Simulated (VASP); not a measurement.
# Al (Fm-3m) in VASP: a series of runs

Runs on Al. Level: PBE. Tasks: density of states, optical spectrum.

All numbers are computed with VASP 6.6.1; they aren't measurements. Logs are shortened: lines on timing, memory, paths and dates and some standing lists are left out, and cuts for length are marked.

**1. Starting point**

It takes space group Fm-3m (No. 225, cubic). The conventional cell has a = 4.050 Å, b = 4.050 Å, c = 4.050 Å, α = 90.00°, β = 90.00°, γ = 90.00°. Al (site symmetry m-3m) has 12 Al at 2.86 Å as nearest neighbours.

**2. Density of states, PBE**

File POSCAR:

```
Al
1.0
    0.0000000000      2.0248050000      2.0248050000
    2.0248050000      0.0000000000      2.0248050000
    2.0248050000      2.0248050000      0.0000000000
Al
1
Direct
    0.0000000000      0.0000000000      0.0000000000
```

File INCAR.step1:

```
  PREC = Accurate
  ENCUT = 520
  EDIFF = 1E-7
  ISMEAR = 0
  SIGMA = 0.1
  LREAL = F
  LASPH = T
  NELM = 100
  ALGO = Normal
  ISIF = 2
  LWAVE = F
  LCHARG = T
  GGA = PE
  NBANDS = 8
```

File KPOINTS.step1:

```
regular mesh
0
Gamma
  18 18 18
```

File INCAR.step2:

```
  PREC = Accurate
  ENCUT = 520
  EDIFF = 1E-7
  ISMEAR = -5
  SIGMA = 0.1
  LREAL = F
  LASPH = T
  NELM = 100
  ALGO = Normal
  ISIF = 2
  LWAVE = F
  LCHARG = F
  GGA = PE
  LORBIT = 10
  NBANDS = 8
  NEDOS = 1001
  ICHARG = 11
```

File KPOINTS.step2:

```
regular mesh
0
Gamma
  27 27 27
```

Potentials or basis: VASP PAW PBE potentials, release 64 (Al).

Command:

```
cat potpaw_PBE.64/Al/POTCAR > POTCAR
cp INCAR.step1 INCAR
cp KPOINTS.step1 KPOINTS
mpirun -np 1 vasp_std > vasp.out
cp INCAR.step2 INCAR
cp KPOINTS.step2 KPOINTS
mpirun -np 1 vasp_std > vasp.out
```

OUTCAR:

```text
PREC = Accurate
   ENCUT = 520
   EDIFF = 1E-7
   ISMEAR = -5
   LREAL = F
   LASPH = T
   NELM = 100
   ISIF = 2
   GGA = PE
   LORBIT = 10
   ICHARG = 11

 ion  position               nearest neighbor table
   1  0.000  0.000  0.000-

  LATTYP: Found a face centered cubic cell.
 ALAT       =     4.0496100000

  Lattice vectors:

 A1 = (   0.0000000000,   2.0248050000,   2.0248050000)
 A2 = (   2.0248050000,   0.0000000000,   2.0248050000)
 A3 = (   2.0248050000,   2.0248050000,   0.0000000000)

Analysis of symmetry for initial positions (statically):
=====================================================================
 Subroutine PRICEL returns:
 Original cell was already a primitive cell.

 Routine SETGRP: Setting up the symmetry group for a
 face centered cubic supercell.

 Subroutine GETGRP returns: Found 48 space group operations
 (whereof 48 operations were pure point group operations)
 out of a pool of 48 trial point group operations.

The static configuration has the point symmetry O_h .

Analysis of symmetry for dynamics (positions and initial velocities):
=====================================================================
 Subroutine PRICEL returns:
 Original cell was already a primitive cell.

 Routine SETGRP: Setting up the symmetry group for a
 face centered cubic supercell.

 Subroutine GETGRP returns: Found 48 space group operations
 (whereof 48 operations were pure point group operations)
 out of a pool of 48 trial point group operations.

The dynamic configuration has the point symmetry O_h .

 Subroutine INISYM returns: Found 48 space group operations
 (whereof 48 operations are pure point group operations),
 and found     1 'primitive' translations

----------------------------------------------------------------------------------------

                                     Primitive cell

  volume of cell :      16.6027

  direct lattice vectors                    reciprocal lattice vectors
     0.000000000  2.024805000  2.024805000    -0.246937359  0.246937359  0.246937359
     2.024805000  0.000000000  2.024805000     0.246937359 -0.246937359  0.246937359
     2.024805000  2.024805000  0.000000000     0.246937359  0.246937359 -0.246937359

  length of vectors
     2.863506692  2.863506692  2.863506692     0.427708053  0.427708053  0.427708053

  position of ions in fractional coordinates (direct lattice)
     0.000000000  0.000000000  0.000000000

  ion indices of the primitive-cell ions
   primitive index   ion index
                 1           1

----------------------------------------------------------------------------------------

 KPOINTS: regular mesh

Automatic generation of k-mesh.
 Grid dimensions read from file:
 generate k-points for:   27   27   27

 Generating k-lattice:

  Cartesian coordinates                     Fractional coordinates (reciprocal lattice)
    -0.009145828  0.009145828  0.009145828     0.037037037  0.000000000  0.000000000
     0.009145828 -0.009145828  0.009145828     0.000000000  0.037037037  0.000000000
     0.009145828  0.009145828 -0.009145828     0.000000000  0.000000000  0.037037037

  Length of vectors
     0.015841039  0.015841039  0.015841039

  Shift w.r.t. Gamma in fractional coordinates (k-lattice)
     0.000000000  0.000000000  0.000000000

 TETIRR: Found   2653 inequivalent tetrahedra from   118098

 Subroutine IBZKPT returns following result:
 ===========================================

 Found    560 irreducible k-points:

 Following reciprocal coordinates:
            Coordinates               Weight
  0.000000  0.000000  0.000000      1.000000
  0.037037  0.000000  0.000000      8.000000
  0.074074  0.000000  0.000000      8.000000
  0.111111  0.000000  0.000000      8.000000
  0.148148  0.000000  0.000000      8.000000
  0.185185  0.000000  0.000000      8.000000
[... 16 lines left out ...]
  0.333333  0.037037  0.000000     24.000000
  0.370370  0.037037  0.000000     24.000000
 [... further k-points ...]
   k-points           NKPTS =    560   k-points in BZ     NKDIM =    560   number of bands    NBANDS=      8
   number of dos      NEDOS =   1001   number of ions     NIONS =      1
   total plane-waves  NPLWV =  13824
   dimension x,y,z NGX =    24 NGY =   24 NGZ =   24
   dimension x,y,z NGXF=    48 NGYF=   48 NGZF=   48
   ions per type =               1
   NGX,Y,Z   is equivalent  to a cutoff of  13.93, 13.93, 13.93 a.u.
   NGXF,Y,Z  is equivalent  to a cutoff of  27.87, 27.87, 27.87 a.u.
 SYSTEM =  unknown system
   PREC   = accura    normal or accurate (medium, high low for compatibility)
   ISTART =      0    job   : 0-new  1-cont  2-samecut
   ICHARG =     11    charge: 1-file 2-atom 10-const
   ISPIN  =      1    spin polarized calculation?
   LNONCOLLINEAR =      F non collinear calculations
   LSORBIT =      F    spin-orbit coupling
   LASPH  =      T    aspherical Exc in radial PAW
   ENCUT  =  520.0 eV  38.22 Ry    6.18 a.u.   5.32  5.32  5.32*2*pi/ulx,y,z
   NELM   =    100;   NELMIN=  2; NELMDL=  0     # of ELM steps
   EDIFF  = 0.1E-06   stopping-criterion for ELM
   LREAL  =      F    real-space projection
   EDIFFG = 0.1E-05   stopping-criterion for IOM
   NSW    =      0    number of steps for IOM
   IBRION =     -1    ionic relax: 0-MD 1-quasi-New 2-CG
   NFREE  =      0    steps in history (QN), initial steepest desc. (CG)
   ISIF   =      2    stress and relaxation
   ISYM   =      2    0-nonsym 1-usesym 2-fastsym
   POTIM  = 0.5000    time-step for ionic-motion
   TEBEG  =    0.0;   TEEND  =   0.0 temperature during run
   PSTRESS=    0.0 pullay stress
   NELECT =       3.0000    total number of electrons
   NUPDOWN=      -1.0000    fix difference up-down
   EMIN   =  10.00;   EMAX   =-10.00  energy-range for DOS
   EFERMI =   0.00;   METHOD = LEGACY
   ISMEAR =    -5;   SIGMA  =   0.10  broadening in eV -4-tet -1-fermi 0-gaus
   EFERMI_NEDOS =   21; number of points for ismear=-14 and -15
   IALGO  =     38    algorithm
   IMIX   =      4    mixing-type and parameters
     AMIX     =   0.40;   BMIX     =  1.00
     AMIX_MAG =   1.60;   BMIX_MAG =  1.00
  volume/ion in A,a.u.               =      16.60       112.04
  Fermi-wavevector in a.u.,A,eV,Ry     =   0.925526  1.748991 11.654733  0.856599
  Thomas-Fermi vector in A             =   2.051390
   LORBIT       =     10    0 simple, 1 ext, 2 COOP (PROOUT), +10 PAW based schemes
   GGA     = PE    functional components
   LHFCALC =     F    Hartree Fock is set to
   AEXX    =    0.0000 exact exchange contribution
   IVDW    =     0    specifies the selected vdW correction
   LEPSILON=     F    determine dielectric tensor
   LRPA    =     F    only Hartree local field effects (RPA)
 non-spin polarized calculation
 Fermi weights with tetrahedron method with Bloechl corrections
  energy-cutoff  :      520.00
  volume of cell :       16.60
 maximum number of plane-waves:       460
 NGX is ok and might be reduce to    24

 number of electron       3.0000000 magnetization

 Free energy of the ion-electron system (eV)
  ---------------------------------------------------
  ext. energy  EPLUGINS =         0.00000000
  ---------------------------------------------------
  free energy    TOTEN  =        -3.74621088 eV

  energy without entropy =       -3.74621088  energy(sigma->0) =       -3.74621088

 E-fermi :   7.9551     XC(G=0): -10.1741

 val. band max:        7.9427068252   @ k =  -0.4444   0.3333   0.1111
 cond. band min:       7.8809348350   @ k =  -0.2963   0.4815   0.1852
 fundamental gap:     -0.0617719902
 Fermi energy:         7.9550902819

 k-point     1 :       0.0000    0.0000    0.0000
  band No.  band energies     occupation
      1      -3.1560      2.00000
      2      20.5204      0.00000
      3      20.5204      0.00000
      4      20.5204      0.00000
      5      21.9656      0.00000
      6      21.9656      0.00000
      7      21.9656      0.00000
      8      24.3565      0.00000

 k-point     2 :       0.0370    0.0000    0.0000
  band No.  band energies     occupation
      1      -3.1189      2.00000
      2      19.6815      0.00000
      3      20.3587      0.00000
      4      20.3587      0.00000
      5      22.1855      0.00000
      6      22.1855      0.00000
      7      22.3801      0.00000
      8      24.7543      0.00000

 k-point     3 :       0.0741    0.0000    0.0000
  band No.  band energies     occupation
      1      -3.0075      2.00000
      2      18.2741      0.00000
      3      20.0306      0.00000
      4      20.0306      0.00000
      5      22.6283      0.00000
      6      22.6837      0.00000
      7      22.6837      0.00000
      8      25.8364      0.00000

 k-point     4 :       0.1111    0.0000    0.0000
  band No.  band energies     occupation
      1      -2.8220      2.00000
      2      16.7829      0.00000
      3      19.6872      0.00000
      4      19.6872      0.00000
      5      22.6203      0.00000
      6      23.2871      0.00000
      7      23.2871      0.00000
      8      25.7941      0.00000

 k-point     5 :       0.1481    0.0000    0.0000
  band No.  band energies     occupation
      1      -2.5628      2.00000
      2      15.2906      0.00000
      3      19.3774      0.00000
      4      19.3774      0.00000
      5      22.5213      0.00000
      6      23.8221      0.00000
      7      23.8221      0.00000
      8      25.2139      0.00000
[... 177 lines left out ...]
 k-point    22 :       0.2963    0.0370    0.0000
  band No.  band energies     occupation
      1      -0.9563      2.00000
      2      10.1618      0.00000
      3      17.9694      0.00000
      4      19.0709      0.00000
      5      21.0473      0.00000
      6      22.6377      0.00000
      7      22.8165      0.00000
      8      26.1265      0.00000

 k-point    23 :       0.3333    0.0370    0.0000
  band No.  band energies     occupation
      1      -0.3600      2.00000
      2       8.8750     -0.07026
      3      17.9231      0.00000
      4      19.0315      0.00000
      5      20.4325      0.00000
      6      22.2192      0.00000
      7      22.6397      0.00000
      8      25.6489      0.00000

 k-point    24 :       0.3704    0.0370    0.0000
  band No.  band energies     occupation
      1       0.3065      2.00000
      2       7.6456      1.62964
      3      17.9393      0.00000
      4      19.0532      0.00000
      5      19.8733      0.00000
      6      21.6729      0.00000
      7      22.6990      0.00000
      8      25.0936      0.00000

 [... further k-points ...]

------------------------ aborting loop because EDIFF is reached ----------------------------------------

  FORCE on cell =-STRESS in cart. coord.  units (eV):
  Direction    XX          YY          ZZ          XY          YZ          ZX
  --------------------------------------------------------------------------------------
  -------------------------------------------------------------------------------------
  Total       -0.0733278     -0.0733278     -0.0733278      0.0000000      0.0000000     -0.0000000
  in kB       -7.0761954     -7.0761954     -7.0761954      0.0000000      0.0000000     -0.0000000
  external PRESSURE =      -7.0761954 kB  Pullay stress =       0.0000000 kB

 VOLUME and BASIS-vectors are now :
 -----------------------------------------------------------------------------
  energy-cutoff  :      520.00
  volume of cell :       16.60
      direct lattice vectors                 reciprocal lattice vectors
     0.000000000  2.024805000  2.024805000    -0.246937359  0.246937359  0.246937359
     2.024805000  0.000000000  2.024805000     0.246937359 -0.246937359  0.246937359
     2.024805000  2.024805000  0.000000000     0.246937359  0.246937359 -0.246937359

 POSITION                                       TOTAL-FORCE (eV/Angst)
 -----------------------------------------------------------------------------------
      0.00000      0.00000      0.00000        -0.000000     -0.000000     -0.000000
 -----------------------------------------------------------------------------------
    total drift:                               -0.000000      0.000000      0.000000

  FREE ENERGIE OF THE ION-ELECTRON SYSTEM (eV)
  ---------------------------------------------------
  free  energy   TOTEN  =        -3.7462108760 eV

  energy  without entropy=       -3.7462108760  energy(sigma->0) =       -3.74621088

 total charge

# of ion       s       p       d       tot
------------------------------------------
    1        0.428   0.337   0.000   0.765
```

It took 31 s on 1 thread of Intel Xeon Platinum 8488C (Sapphire Rapids), shared host; peak memory 0.18 GiB.

What came out:

| Item | Value |
| --- | --- |
| Valence electrons inside the program's atomic spheres | Al 0.77 |

Levels at points of the mesh, in eV from the Fermi level:
```tsv
k point	band 1	band 2	band 3	band 4	band 5	band 6
(0.00, 0.00, 0.00)	-11.11	12.57	12.57	12.57	14.01	14.01
```

States per cell in windows of 1 eV (zero at the Fermi level; states under -8 eV left out):
```csv
from (eV),total,Al1_p,Al1_s,Al1_d
-8.0,0.23,0.02,0.05,0.00
-7.0,0.26,0.02,0.05,0.00
-6.0,0.29,0.03,0.05,0.00
-5.0,0.32,0.04,0.04,0.00
-4.0,0.35,0.05,0.04,0.00
-3.0,0.38,0.06,0.04,0.00
-2.0,0.36,0.05,0.03,0.00
-1.0,0.39,0.06,0.04,0.00
0.0,0.42,0.06,0.04,0.00
1.0,0.44,0.06,0.04,0.00
2.0,0.46,0.07,0.05,0.00
3.0,0.48,0.08,0.05,0.00
4.0,0.51,0.09,0.04,0.00
5.0,0.58,0.12,0.04,0.00
6.0,0.55,0.12,0.03,0.00
7.0,0.53,0.11,0.02,0.00
```

Caveat: tetrahedron occupations give inexact forces and stress in metals.

**3. Optical spectrum, PBE**

File INCAR:

```
  PREC = Accurate
  ENCUT = 520
  EDIFF = 1E-7
  ISMEAR = 0
  SIGMA = 0.1
  LREAL = False
  LASPH = True
  NELM = 100
  ALGO = Normal
  ISIF = 2
  LWAVE = False
  LCHARG = False
  GGA = PE
  LOPTICS = True
  NBANDS = 50
  NEDOS = 2000
  CSHIFT = 0.1
```

File KPOINTS:

```
regular mesh
0
Gamma
  26 26 26
```

POSCAR is that of step 2.

Potentials or basis: VASP PAW PBE potentials, release 64 (Al).

Command:

```
cat potpaw_PBE.64/Al/POTCAR > POTCAR
mpirun -np 1 vasp_std > vasp.out
```

OUTCAR:

```text
PREC = Accurate
   ENCUT = 520
   EDIFF = 1E-7
   ISMEAR = 0
   LREAL = False
   LASPH = True
   NELM = 100
   ISIF = 2
   GGA = PE

 ion  position               nearest neighbor table
   1  0.000  0.000  0.000-
[... 724 lines left out ...]
     1.39773    18.33805    18.33805    18.33805    -0.00000    -0.00000     0.00000
     2.79546    -3.13088    -3.13088    -3.13088    -0.00000    -0.00000     0.00000
     4.19318    -3.10759    -3.10759    -3.10759    -0.00000    -0.00000     0.00000
     5.59091    -2.00177    -2.00177    -2.00177    -0.00000    -0.00000     0.00000
     6.98864    -0.74850    -0.74850    -0.74850    -0.00000    -0.00000     0.00000
[... 92 lines left out ...]
   136.97734     0.99530     0.99530     0.99530    -0.00000    -0.00000     0.00000
   138.37507     0.99540     0.99540     0.99540    -0.00000    -0.00000     0.00000

  frequency dependent IMAGINARY DIELECTRIC FUNCTION (independent particle, no local field effects) current-current
     E(ev)      X         Y         Z        XY        YZ        ZX
  --------------------------------------------------------------------------------------------------------------
     0.00000   124.10794   124.10794   124.10794    -0.00000    -0.00000     0.00000
     1.39773    45.81265    45.81265    45.81265     0.00000    -0.00000    -0.00000
     2.79546     5.62270     5.62270     5.62270     0.00000     0.00000     0.00000
     4.19318     3.32032     3.32032     3.32032     0.00000     0.00000    -0.00000
     5.59091     0.80025     0.80025     0.80025     0.00000     0.00000    -0.00000
     6.98864     0.20363     0.20363     0.20363    -0.00000     0.00000     0.00000
[... 92 lines left out ...]
   136.97734     0.00000     0.00000     0.00000    -0.00000    -0.00000     0.00000
   138.37507     0.00000     0.00000     0.00000    -0.00000    -0.00000     0.00000

  frequency dependent      REAL DIELECTRIC FUNCTION (independent particle, no local field effects) current-current
     E(ev)        X           Y           Z          XY          YZ          ZX
  --------------------------------------------------------------------------------------------------------------
     0.00000    39.36724    39.36724    39.36724    -0.00000    -0.00000     0.00000
     1.39773    10.95615    10.95615    10.95615     0.00000     0.00000     0.00000
     2.79546    -3.47564    -3.47564    -3.47564    -0.00000     0.00000     0.00000
     4.19318    -3.29546    -3.29546    -3.29546    -0.00000     0.00000    -0.00000
     5.59091    -2.02632    -2.02632    -2.02632    -0.00000     0.00000     0.00000
     6.98864    -0.74966    -0.74966    -0.74966    -0.00000     0.00000    -0.00000
[... 92 lines left out ...]
   136.97734     0.99531     0.99531     0.99531    -0.00000     0.00000    -0.00000
   138.37507     0.99541     0.99541     0.99541    -0.00000     0.00000    -0.00000
```

Run time: 2.9 min. Hardware: 1 thread of Intel Xeon Platinum 8488C (Sapphire Rapids), shared host; peak memory 0.39 GiB.

Results:

* Free energy: -3.7480 eV
* Pressure: -0.5 GPa
* Band gap on the k mesh: none (metal or under the smearing width)

Dielectric function (mean over the directions given):
| energy (eV) | real part | imaginary part |
| --- | --- | --- |
| 0.28 | 48.28 | 9.80 |
| 0.77 | 10.15 | 19.01 |
| 1.26 | 25.87 | 25.53 |
| 1.75 | 2.01 | 23.61 |
| 2.24 | -17.93 | 11.31 |
| 2.80 | -3.13 | 5.83 |
| 3.28 | -8.20 | 3.21 |
| 3.77 | -3.58 | 1.32 |
| 4.26 | -3.88 | 3.13 |
| 4.82 | -2.37 | 0.50 |
| 5.31 | -1.03 | 1.20 |
| 5.80 | -1.56 | 0.37 |
| 6.29 | -0.75 | 0.27 |
| 6.85 | -0.86 | 0.45 |
| 7.34 | -0.43 | 0.14 |
| 7.83 | -0.13 | 0.30 |
| 8.32 | -0.16 | 0.12 |
| 8.81 | 0.07 | 0.11 |
| 9.36 | 0.11 | 0.16 |
| 9.85 | 0.22 | 0.06 |
| 10.34 | 0.33 | 0.09 |
| 10.83 | 0.33 | 0.07 |
| 11.39 | 0.45 | 0.05 |
| 11.88 | 0.47 | 0.09 |
| 12.37 | 0.51 | 0.03 |
| 12.86 | 0.57 | 0.05 |
| 13.42 | 0.58 | 0.04 |
| 13.91 | 0.63 | 0.03 |
| 14.40 | 0.65 | 0.04 |
| 14.89 | 0.67 | 0.02 |
| 15.38 | 0.71 | 0.03 |
| 15.93 | 0.70 | 0.03 |
| 16.42 | 0.73 | 0.02 |
| 16.91 | 0.75 | 0.03 |
| 17.40 | 0.76 | 0.02 |
| 17.96 | 0.78 | 0.03 |
| 18.45 | 0.78 | 0.02 |
| 18.94 | 0.80 | 0.02 |
| 19.43 | 0.81 | 0.02 |
| 19.99 | 0.82 | 0.02 |

Caveat: independent-particle spectra lack excitons; the intraband (Drude) part of a metal's response may be missing.
